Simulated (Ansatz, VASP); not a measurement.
**BeTe in VASP and in Ansatz**

```
Be Te
1.0
     0.00000    2.82862    2.82862
     2.82862    0.00000    2.82862
     2.82862    2.82862    0.00000
Be Te
1 1
Direct
  0.00000 0.00000 0.00000
  0.25000 0.25000 0.25000
```

Alike in both runs: task single point; functional PBE; k mesh 8 × 8 × 8; non-collinear spin, spin-orbit coupling.

```csv
,VASP,Ansatz
version,VASP 6.6.1,Ansatz 0.2.0
potentials or method,"VASP PAW PBE potentials, release 64 (Be, Te)","plane waves, PAW"
plane-wave cutoff (eV),520,420
occupations,"gaussian, width 0.01 eV",fixed
valence electrons in the cell,8,18
```

|  | VASP | Ansatz | Ansatz less VASP |
| --- | --- | --- | --- |
| gap on the k mesh at the Fermi level (eV) | 1.72 | 1.73 | +0.013 |
| pressure (GPa) | 0.4 | 0.2 | -0.16 |
| net moment per atom (μB) | 0.00 | 0.00 | 0.000 |

The two sets of potentials don't hold the same shells in valence.
